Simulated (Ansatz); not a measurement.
(111) slab cut from the bulk of VN, Fm-3m (No. 225); the slab's formula is V5N4:

```xyz
9
Lattice="2.8799 0.0000 0.0000 -1.4400 2.4941 0.0000 0.0000 0.0000 24.4058" Properties=species:S:1:pos:R:3 pbc="T T T"
V     1.4400    0.8314    7.5000
N     0.0000    0.0000    8.6757
V     0.0000    1.6627    9.8515
N     1.4400    0.8314   11.0272
V     0.0000    0.0000   12.2029
N     0.0000    1.6627   13.3786
V     1.4400    0.8314   14.5544
N     0.0000    0.0000   15.7301
V     0.0000    1.6627   16.9058
```

The calculation used DFT PBEsol, scalar-relativistic, plane waves, PAW (Ansatz). Cutoff 420 eV; k points 12×12×1 on the computed 9-atom cell (Γ-centred); Gaussian smearing, width 0.10 eV; no spin polarisation. The cell repeats along c with a dipole correction in the vacuum.

Q: What forces act on the atoms?

A:
```tsv
atom	Fx (eV/Å)	Fy (eV/Å)	Fz (eV/Å)
V1	0.000	0.000	2.112
N2	0.000	0.000	-1.805
V3	0.000	0.000	-0.249
N4	0.000	0.000	-0.230
V5	0.000	0.000	0.000
N6	0.000	0.000	0.230
V7	0.000	0.000	0.249
N8	0.000	0.000	1.805
V9	0.000	0.000	-2.112
```

Spin polarisation was left out, and a magnetic state may lie lower.

Cost: 1 run of about 0.46 core-minutes, on Intel Xeon Platinum 8175M (Skylake/Cascade Lake) (shared hosts).